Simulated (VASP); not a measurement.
Be:

```xyz
1
Lattice="0.0000 1.5791 1.5791 1.5791 0.0000 1.5791 1.5791 1.5791 0.0000" Properties=species:S:1:pos:R:3 pbc="T T T"
Be    0.0000    0.0000    0.0000
```

The cell was built by a generator and needn't be a form met in nature.

Base run:

- Program: VASP 6.6.1
- Functional: RPBE
- Potentials or basis: VASP PAW PBE potentials, release 64 (Be)
- Cutoff: 520 eV
- k mesh: 14 × 14 × 14
- Occupations: fermi-dirac, width 0.05 eV
- Spin: no spin polarisation

Its results: pressure 3.1 GPa.

Task: After a change of settings the same cell gave: pressure 0.0 GPa. Which change was it?
A. functional from RPBE to LDA; potentials or basis from VASP PAW PBE potentials, release 64 (Be) to VASP PAW LDA potentials, release 64 (Be)
B. functional from RPBE to revPBE
C. functional from RPBE to PBE
D. functional from RPBE to PBEsol

Result: C.

PBE binds more tightly than RPBE, so the same cell stands under less pressure.

Caveats: the PAW data sets were made with another functional, which shifts forces and pressure a little (some runs).
